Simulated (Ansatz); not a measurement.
Runs of Ansatz 0.2.0 on Au. It takes space group Pm-3m (No. 221, cubic). Conventional cell: a = 2.748 Å, b = 2.748 Å, c = 2.748 Å, α = 90.00°, β = 90.00°, γ = 90.00°. Around Au (site symmetry m-3m) lie 6 Au at 2.75 Å. The cell was built by a generator and needn't be a form met in nature.

```tsv
level	gap on the mesh (eV)	pressure (GPa)	relaxed volume (Å³/atom)
PBE	none	0.0	20.81
PBE+D3(BJ)-ATM	none	0.0	(a)
PBE+D4	none	0.0	20.03
PBE+D3(BJ)	none	0.0	19.99
```

Alike in all rows: task relaxation of cell and atoms; potentials or basis Ansatz PAW; no spin polarisation; cell relaxed; k mesh 10 × 10 × 10; cutoff (eV) 420; smearing fermi-dirac 0.05 eV.

Problem. Estimate the missing entries.

Solution. (a) 20.16.

Caveats: the plane-wave basis is chosen anew once the cell has moved, so the energies of steps on either side of that aren't comparable; pairwise dispersion overbinds metals, which lowers pressure and volume (some runs).

A k mesh can miss the band edges, and the runs leave out spin-orbit coupling on Au.

A gap of «none» marks a metal or a gap under the smearing width.
